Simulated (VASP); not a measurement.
A run of VASP 6.6.1:

Contents of INCAR:

```
AGGAC    = 1.0          
AGGAX    = 1.0          
ALDAC    = 0.0          
ALDAX    = 1.0          
ALGO     = Normal         # electronic algorithm
EDIFF    = 1E-6           # SCF threshold, eV
EDIFFG   = -0.01          # ionic threshold
ENCUT    = 600            # plane-wave cutoff, eV
GGA      = B5             # functional
IBRION   = 2              # ionic algorithm
ISIF     = 3              # what is computed and relaxed
ISMEAR   = -1             # smearing method
IVDW     = 11             # dispersion correction
LASPH    = True           # aspherical terms in the spheres
LCHARG   = False          # write CHGCAR
LREAL    = False          # projectors in reciprocal space
LWAVE    = False          # write WAVECAR
NELM     = 60             # most SCF steps
NSW      = 40             # ionic steps
PREC     = Accurate       # precision mode
SIGMA    = 0.05           # smearing width, eV
VDW_S6   = 1.0          
VDW_S8   = 1.682        
VDW_SR   = 1.094        
VDW_SR8  = 1.0
```

KPOINTS

```
k-points
0
Gamma
  8 8 5
```

File POSCAR:

```
ZnS
1.0
    3.8110000000      0.0000000000      0.0000000000
   -1.9055000000      3.3004228138      0.0000000000
    0.0000000000      0.0000000000      6.2340000000
Zn S
2 2
Direct
    0.6666666667      0.3333333333      0.5000000000
    0.3333333333      0.6666666667      0.0000000000
    0.6666666667      0.3333333333      0.8850000000
    0.3333333333      0.6666666667      0.3850000000
```

Potentials or basis: VASP PAW PBE potentials, release 64 (Zn, S).

Command:

```console
$ cat potpaw_PBE.64/Zn/POTCAR potpaw_PBE.64/S/POTCAR > POTCAR
$ mpirun -np 1 vasp_std > vasp.out
```

Hardware: 1 thread of Intel(R) Xeon(R) Platinum 8175M CPU @ 2.50GHz (Skylake/Cascade Lake), on a shared host.

Problem. How long does it take, and how much memory?

Solution. It took 13 min on 1 thread of Intel(R) Xeon(R) Platinum 8175M CPU @ 2.50GHz (Skylake/Cascade Lake), with other jobs on the host, peak memory 0.24 GiB. Counts: scf iterations 65, k points 30, ion steps 9.
